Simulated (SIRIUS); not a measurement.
Crystal: In.

```
CELL_PARAMETERS angstrom
-1.62547 1.62547 2.47370
1.62547 -1.62547 2.47370
1.62547 1.62547 -2.47370
ATOMIC_POSITIONS crystal
In 0.00000 0.00000 0.00000
```

Base run:

| Quantity | Value |
| --- | --- |
| Program | SIRIUS 7.12.0 |
| Functional | PBE |
| Potentials or basis | GBRV 1.5 PBE (ultrasoft) |
| Cutoff | 557 eV |
| Density cutoff | 5442 eV |
| k mesh | 11 × 11 × 11 |
| Occupations | fermi-dirac, width 0.05 eV |
| Spin | no spin polarisation |

Its results: band gap on the k mesh none (metal or under the smearing width); pressure 0.8 GPa.

Task: The run is repeated on the same cell with these changes: potentials or basis from GBRV 1.5 PBE (ultrasoft) to PseudoDojo 0.5 PBE stringent (scalar relativistic); cutoff from 557 eV to 1127 eV; density cutoff from 5442 eV to 4507 eV; valence electrons from 13 to 21. What comes out?

Result: Band gap on the k mesh none (metal or under the smearing width); pressure 2.1 GPa.

Not every run made on this cell is shown here.
